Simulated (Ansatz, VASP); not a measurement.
One calculation of Rb, two programs

```xyz
1
Lattice="-2.9347 2.9347 2.7125 2.9347 -2.9347 2.7125 2.9347 2.9347 -2.7125" Properties=species:S:1:pos:R:3 pbc="T T T"
Rb    0.0000    0.0000    0.0000
```

Change from the starting cell: volume scaled by 0.98.

Alike in both runs: task single point; functional PBE; k mesh 7 × 7 × 7; occupations fermi-dirac, width 0.05 eV; no spin polarisation.

|  | VASP | Ansatz |
| --- | --- | --- |
| version | VASP 6.6.1 | Ansatz 0.2.0 |
| potentials or method | VASP PAW PBE potentials, release 64 (Rb_sv), cutoff 520 eV | all-electron LAPW, scalar-relativistic |

|  | VASP | Ansatz | Ansatz less VASP |
| --- | --- | --- | --- |
| gap on the k mesh at the Fermi level (eV) | none | none | - |
| pressure (GPa) | -0.1 | -0.1 | 0.00 |

A gap of «none» marks a metal or a gap that the smearing closes. Ansatz ran all-electron here, so the differences hold the error of VASP's frozen core and of both bases.
